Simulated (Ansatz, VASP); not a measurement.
## Two plane-wave programs on Fe

```
Fe
1.0
     3.67850    0.00000    0.00000
    -1.83925    3.18567    0.00000
     0.00000    0.00000    4.17219
Fe
4
Direct
  0.00000 0.00000 0.25000
  0.00000 0.00000 0.75000
  0.33333 0.66667 0.75000
  0.66667 0.33333 0.25000
```

Alike in both runs: functional PBEsol; k mesh 15 × 15 × 12; occupations gaussian, width 0.1 eV; no spin polarisation.

Ansatz relaxed the structure, and its values are those at the end. VASP's run is a single point on that final structure, the one shown.

|  | VASP | Ansatz |
| --- | --- | --- |
| version | VASP 6.6.1 | Ansatz 0.2.0 |
| potentials or method | VASP PAW PBE potentials, release 64 (Fe) | scalar-relativistic, plane waves, PAW |
| plane-wave cutoff (eV) | 520 | 420 |
| valence electrons in the cell | 32 | 64 |

|  | VASP | Ansatz | Ansatz less VASP |
| --- | --- | --- | --- |
| gap on the k mesh at the Fermi level (eV) | none | none | - |
| pressure (GPa) | -1.3 | 0.0 | +1.21 |

A gap of «none» marks a metal or a gap that the smearing closes. The two sets of potentials don't hold the same shells in valence.

Caveats: the PAW data sets were made with another functional, which shifts forces and pressure a little (VASP); the run has no spin polarisation, though such a crystal can be magnetic. Spin polarisation is off, so any magnetic state and its effect on volume and gap are missing.
